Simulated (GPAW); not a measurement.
# Te in GPAW: convergence with density grid spacing (A)

Input of the first run (density grid spacing (A) 0.24); the others differ in this setting and in those tied to it:

Contents of run.py:

```python
from ase.dft.bandgap import bandgap
from ase.io import read, write
from ase.units import GPa
from gpaw import GPAW, PW

atoms = read('POSCAR')

calc = GPAW(mode=PW(600),
            h=0.24,
            xc='LDA',
            kpts={'size': (5, 5, 4), 'gamma': True},
            occupations={'name': 'fermi-dirac', 'width': 0.05},
            nbands=19,
            convergence={'density': 1e-05, 'energy': 1e-05},
            maxiter=100,
            txt='gpaw.txt')
atoms.calc = calc
energy = atoms.get_potential_energy()
forces = atoms.get_forces()
stress = atoms.get_stress()
calc.write('gs.gpw')
write('result.traj', atoms)
print(f'Energy: {energy:.6f} eV')
print('Forces (eV/A):')
print(forces.round(4))
print('Stress (GPa):', (stress / GPa).round(3))
print('Fermi level:', round(calc.get_fermi_level(), 4), 'eV')
print(f'Gap: {bandgap(calc)[0]:.4f} eV, direct: {bandgap(calc, direct=True)[0]:.4f} eV')
```

File POSCAR:

```
Te
1.0
    4.4540000000      0.0000000000      0.0000000000
   -2.2270000000      3.8572771485      0.0000000000
    0.0000000000      0.0000000000      5.9240000000
Te
3
Direct
    0.7310000000      0.7310000000      0.0000000000
    0.0000000000      0.2690000000      0.6666666667
    0.2690000000      0.0000000000      0.3333333333
```

Potentials or basis: the program's PAW data sets (release 1.2.1) made for this functional, pw.

Run with:

```console
$ OMP_NUM_THREADS=1 python run.py
```

Hardware: 1 thread of Arm Neoverse V1, on a shared host.

```
density grid spacing (A)  energy less the tightest run, at zero smearing (meV/atom)  SCF cycles  CPU time (s)  peak memory (GiB)
                    0.24                                                      -0.08          10            20               0.19
                     0.2                                                       0.00          10            29               0.19
                    0.17                                                       0.00          10            39                0.2
                    0.15                                                       0.00          10            48               0.21
                    0.13                                                       0.00          10            72               0.23
                    0.11                                                       0.00          10           110               0.27
                    0.09                                                       0.00          10           210               0.36
```

Against the tightest run, the energy stays within 1 meV/atom from 0.24 on. The tightest run that finished is the yardstick and may itself not be fully converged.

Caveat, for the tightest run too: spin-orbit coupling is left out, which moves the levels of the heavy elements; an odd mesh through Γ misses points on the zone boundary, where band edges often lie.
